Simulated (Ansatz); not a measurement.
CdTe under changes of volume

One of the cells (32.922 Å³/atom); the others are scaled copies at fixed shape and fractional positions:

```
CELL_PARAMETERS angstrom
0.00000 3.20500 3.20500
3.20500 0.00000 3.20500
3.20500 3.20500 0.00000
ATOMIC_POSITIONS crystal
Te 0.75000 0.75000 0.75000
Cd 0.00000 0.00000 0.00000
```

```yaml
Program: Ansatz 0.2.0
Functional: CAM-B3LYP
Potentials_or_basis: Ansatz PAW
Cutoff: "420 eV (not typed: the program's choice for these potentials)"
k_mesh: 4 × 4 × 4
Occupations: fermi-dirac, width 0.05 eV
Spin: no spin polarisation
```

```csv
volume (Å³/atom),energy over the lowest point (meV/atom),pressure (GPa),gap on the mesh (eV)
30.947,97.46,7.9,4.44
31.605,?,?,?
32.263,45.01,5.0,4.27
32.922,27.07,3.8,4.18
33.580,13.86,2.7,4.10
34.239,5.01,1.7,4.02
34.897,0.00,0.8,3.94
```

What does the run at 31.605 Å³/atom give?

Energy over the lowest point 68.30 meV/atom; pressure 6.3 GPa; gap on the mesh 4.35 eV.

Worked out: A Birch-Murnaghan fit of order 3 (a polynomial in V^(-2/3)) to the other rows has its minimum at 35.53 Å³/atom, just outside them, with B0 = V·E''(V) = 41 GPa and B' = 4.6. It gives 68.28 meV/atom at 31.605 Å³/atom, against the run's 68.30, and -dE/dV = 6.4 GPa, against 6.3. A straight line through the other rows of the gap, of slope -4.17 eV per unit of ln V (its deformation potential), gives 4.35 eV, against the run's 4.35.

Energies are extrapolated to zero smearing.

Caveats: some runs use coarse meshes; spin-orbit coupling is left out, which moves the levels of the heavy elements; the PAW data sets come from PBE, with cores solved anew for the run's functional, which leaves a small shift of forces and pressure; the thresholds are loose for stress.
